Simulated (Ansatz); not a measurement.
# As (Pm-3m) in Ansatz: band structure with PBE

Aim: the band structure of As with PBE.

Everything below comes from runs of Ansatz 0.2.0. Logs are shortened: lines on timing, memory, paths and dates and some standing lists are left out, and cuts for length are marked.

**1. Starting point**

It takes space group Pm-3m (No. 221, cubic). Conventional cell: a = 2.704 Å, b = 2.704 Å, c = 2.704 Å, α = 90.00°, β = 90.00°, γ = 90.00°. As (site symmetry m-3m) is surrounded by 6 As at 2.70 Å.

This isn't the form of As at room conditions, which is rhombohedral.

**2. Band structure, PBE**

Input file input.yaml:

```yaml
crystal:
  lattice:
    - [2.7036817444, 0.0, 0.0]
    - [0.0, 2.7036817444, 0.0]
    - [0.0, 0.0, 2.7036817444]
  atoms:
    - { symbol: As, position: [0.5, 0.5, 0.5] }
hamiltonian:
  xc: pbe
  pseudopotentials: { kind: paw }
kpoints:
  mp_grid: { grid: [10, 10, 10] }
  band_path:
    path:
      - [[0.0, 0.0, 0.0], [0.0, 0.5, 0.0], [0.5, 0.5, 0.0], [0.0, 0.0, 0.0], [0.5, 0.5, 0.5], [0.0, 0.5, 0.0]]
      - [[0.5, 0.5, 0.0], [0.5, 0.5, 0.5]]
    npoints: 14
scf:
  occupations: { method: fermi_dirac, width: 0.05 }
  n_extra_bands: 6
output:
  forces: true
  stress: true
  eigenvalues: true
  fatbands: false
  write_density: true
  write_potential: true
  elf: true
  volumetric_format: npy
```

Potentials or basis: Ansatz PAW.

Command:

```bash
> ansatz run input.yaml --threads 2 --pin off --max-ram 5632MiB --backend cpu --events-out ev --progress --plain --runs-dir out
```

What it wrote:

```text
Warning: RAYON_NUM_THREADS=2 ignored (pool sized by the plan → 2); use --threads N
scf.n_extra_bands = 6 over 8 filled bands (N_el = 15.0): the run solves 14 bands
Engine: ansatz 0.2.0, aarch64-unknown-linux-gnu
Pseudopotentials: kind: paw
Pseudopotential: As, paw, valence charge 15, recommended cutoff 420 eV (normal), As.paw.azcp
Functional definition: PBE
  parameter kappa = 0.804
  parameter beta = 0.06672455060314922
  exchange = pbe_x(kappa = kappa, mu = beta*pi^2/3)
  correlation = pbe_c(beta = beta)
Crystal: 1 atoms, lattice volume = 19.764 Å³
Basis set: ecut = 420 eV, 389 PW (Γ), exchange–correlation on 40×40×40 points (8 copies of the dense FFT grid, shifted against one another)
Bands: 14, of which v1, the nominal top of the filled ones, is band 8 counted from 1 (7 counted from 0)
Symmetry: 48 space group operations
Space group: Pm-3m (ITA 221), of the structure as read, at distance tolerance 2.7e-5 Å
k-points: 56 of 1000
Non-local potential: As, projectors of the file, l = 0: 2, l = 1: 2, l = 2: 3, l = 3: 1
PAW form: soft (Blöchl's): semilocal exchange-correlation on the pseudo side does not see the compensation charge
PAW one-centre angular grid: As, 590 points (default); XC on 64 Gauss nodes
Initial density: superposition of atomic densities (neutral atoms: chi_scale 0, normalization atom), corrected by the library's trained network
Initial wavefunctions: pseudopotential atomic-orbital guess
Functional: x = pbe(κ = 0.804, μ = 0.2195149727645171), c = pbe(β = 0.06672455060314922)
SCF iter   1: F=—  HF=-4856.030823 eV  |F-HF|=—  |Δ(HF+E_count)|=         —  Δρ=1.32e-3  dr2=4.11e-4  ethr=1.77e-3  ⟨swp⟩=5.5  Hψ=4511  notcnv=0  defer=2
preconditioner: auto → none  [metal: Δε(μ)=0.038 eV  Ē_g=18.237 eV  σ=0.050 eV  W_gap=0.18  n_scr=6 (ndim 8)  ℏωp=18.7 eV  f_vac=0.001  D(μ)=0.29/eV (n_scr^D=0)  sad-step TF]
SCF iter   2: F=—  HF=-4856.030764 eV  |F-HF|=—  |Δ(HF+E_count)|=   5.95e-5  Δρ=8.69e-4  dr2=1.75e-4  ethr=2.74e-6  ⟨swp⟩=1.4  Hψ=1279  notcnv=0  defer=23
SCF iter   3: F=—  HF=-4856.030814 eV  |F-HF|=—  |Δ(HF+E_count)|=   5.08e-5  Δρ=3.33e-4  dr2=3.27e-5  ethr=1.17e-6  ⟨swp⟩=2.0  Hψ=997  notcnv=0  defer=23
SCF iter   4: F=—  HF=-4856.030794 eV  |F-HF|=—  |Δ(HF+E_count)|=   2.02e-5  Δρ=1.42e-4  dr2=4.34e-6  ethr=2.18e-7  ⟨swp⟩=2.0  Hψ=1075  notcnv=0  defer=23
iter 5 did not close the SCF: its close was put off for the readings that it lacked (scf_convergence_deferred on its scf_iter line)
SCF iter   5: F=-4856.030792 eV  HF=-4856.030792 eV  |F-HF|=2.10e-7  |Δ(HF+E_count)|=   2.31e-6  Δρ=2.41e-5  dr2=3.31e-8  ethr=2.89e-8  ⟨swp⟩=2.0  Hψ=1112  notcnv=0  defer=23
SCF iter   6: F=-4856.030792 eV  HF=-4856.030792 eV  |F-HF|=4.22e-8  |Δ(HF+E_count)|=   2.52e-7  Δρ=9.04e-6  dr2=1.98e-8  ethr=2.20e-10  ⟨swp⟩=7.9  Hψ=4390  notcnv=0
SCF 1 converged in 6 iterations: F = -4856.030792 eV  dr2 = 1.98e-8
NSCF: frozen V_eff on 86 k-points
SCF converged after 6 iterations
Free energy (F): -4856.030792 eV
Harris-Foulkes:  -4856.030792 eV  (|F-HF|=4.22e-8)
Internal energy: -4856.028397 eV  (E = F + TS)
E sigma→0 (E₀):  -4856.029595 eV
Entropy (-TS):   -0.002395 eV (-2.395 meV/atom)
Fermi energy:    11.665998 eV
--- Per-component energies (eV) ---
  E_band       = -214.876162
  E_kinetic    = 102.756315
  E_local      = -1547.785921  (includes V_loc(G=0)·N_el)
  E_nonlocal   = -670.553624
  E_hartree    = 873.796797
  E_xc         = -79.396923
  E_vxc        = -79.485574  (∫ρ·V_xc dr)
  E_paw        = -1834.826634  (= ΣΔE_a)
  E_vpaw       = 232.591451  (= ΣTr[D̂ρ^β])
  E_aug_tail   = 0.000007  (compensation charges beyond the density's cutoff)
  E_ewald      = -1700.018415
  E_smearing   = -0.002395  (= −TS)
  E_closure    = 0.000000  (closes the sum)
  Σ components = -4856.030792   (vs F -4856.030792, Δ=0.00e0)
--- Forces (eV/Å), atoms counted from 1 ---
  atom   1  As    -0.00000000    -0.00000000    -0.00000000
  max |Σ_I F_I| component: 2.79e-31 eV/Å
--- Stress (GPa, compression-positive) ---
        2.169320       0.000000       0.000000
        0.000000       2.169320       0.000000
        0.000000       0.000000       2.169320
  P = ⅓ Tr σ = 2.1693 GPa (21.693 kbar)
--- Band table (eV; the first three rows and the last of 56) ---
  k-point 0: bands = ["-24.3199", "-24.3199", "-24.2168", "-24.2168", "-24.2168", "-3.2789", "15.8572", "15.8572", "15.8572", "20.2989", "20.2989", "22.2673", "38.0511", "38.0511"]
  k-point 1: bands = ["-24.3195", "-24.3112", "-24.2194", "-24.2194", "-24.2166", "-3.0947", "13.8129", "16.0191", "16.0191", "20.4673", "21.5117", "23.6110", "34.9735", "34.9735"]
  k-point 2: bands = ["-24.3185", "-24.2883", "-24.2260", "-24.2260", "-24.2161", "-2.5522", "10.7428", "16.4815", "16.4815", "20.9609", "22.3123", "27.2768", "31.8462", "31.8462"]
  k-point 55: bands = ["-24.2729", "-24.2729", "-24.2729", "-24.1739", "-24.1739", "6.7668", "9.8788", "9.8788", "9.8788", "17.6821", "17.6821", "17.6821", "21.2570", "47.5607"]
```

Run time: 0.86 s. Hardware: 2 threads of Arm Neoverse V2, shared host; peak memory 0.26 GiB.

What came out:

| Property | Result |
| --- | --- |
| Free energy | -4856.0308 eV |
| Pressure | 2.2 GPa |
| Band gap on the k mesh | none (metal or under the smearing width) |

Levels at the corners of the path, in eV from the Fermi level:
| point | band 6 | band 7 | band 8 | band 9 | band 10 | band 11 |
| --- | --- | --- | --- | --- | --- | --- |
| Γ | -14.94 | 4.19 | 4.19 | 4.19 | 8.63 | 8.63 |
| X | -11.80 | -6.89 | 6.49 | 6.49 | 11.42 | 14.17 |
| M | -8.52 | -4.23 | -4.23 | 2.56 | 8.65 | 16.89 |
| Γ | -14.94 | 4.19 | 4.19 | 4.19 | 8.63 | 8.63 |
| R | -4.90 | -1.79 | -1.79 | -1.79 | 6.02 | 6.02 |
| X | -11.80 | -6.89 | 6.49 | 6.49 | 11.42 | 14.17 |
| M | -8.52 | -4.23 | -4.23 | 2.56 | 8.65 | 16.89 |
| R | -4.90 | -1.79 | -1.79 | -1.79 | 6.02 | 6.02 |
